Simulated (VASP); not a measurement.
Wanted: the native input for a VASP 6.6.1 run.

* Task: single point
* Functional: PBEsol
* Potentials or basis: VASP PAW PBE potentials, release 64 (Ba_sv, Ti_sv, O)
* Cutoff: 520 eV
* k mesh: 8 × 8 × 8
* Occupations: gaussian, width 0.02 eV
* Spin: no spin polarisation
* Further INCAR settings: ALGO = Normal; EDIFF = 1e-06

The structure of BaTiO3 lies in POSCAR:

```
BaTiO3
1.0
    3.9903792100      0.0000000000      0.0000000000
    0.0000000000      3.9903792100      0.0000000000
    0.0000000000      0.0000000000      4.1026553900
Ba Ti O
1 1 3
Direct
    0.5000000000      0.5000000000      0.5825414600
    0.0000000000      0.0000000000      0.1000427000
    0.0000000000      0.5000000000      0.0642205400
    0.5000000000      0.0000000000      0.0642205400
    0.0000000000      0.0000000000      0.5489717500
```

The cell is a database's computed one.

These files were run (other wordings do the same):

INCAR

```
PREC = Accurate
ENCUT = 520
EDIFF = 1E-6
ISMEAR = 0
SIGMA = 0.02
LREAL = False
LASPH = True
NELM = 100
ALGO = Normal
ISIF = 2
LWAVE = False
LCHARG = False
GGA = PS
```

KPOINTS

```
regular mesh
0
Gamma
  8 8 8
```

Potentials or basis: VASP PAW PBE potentials, release 64 (Ba_sv, Ti_sv, O).

Command:

```sh
$ cat potpaw_PBE.64/Ba_sv/POTCAR potpaw_PBE.64/Ti_sv/POTCAR potpaw_PBE.64/O/POTCAR > POTCAR
$ mpirun -np 1 vasp_std > vasp.out
```

It gave:

```yaml
Pressure: -2.9 GPa
Largest_force: 0.111 eV/Å
Band_gap_on_the_k_mesh: 1.73 eV, indirect (least direct gap 2.19 eV)
```

Caveat: the PAW data sets were made with another functional, which shifts forces and pressure a little; spin-orbit coupling is left out, which moves the levels of the heavy elements.

Run time: 120 s on 1 thread of Intel(R) Xeon(R) Platinum 8259CL CPU @ 2.50GHz (Skylake/Cascade Lake), on a shared host, peak memory 0.26 GiB.
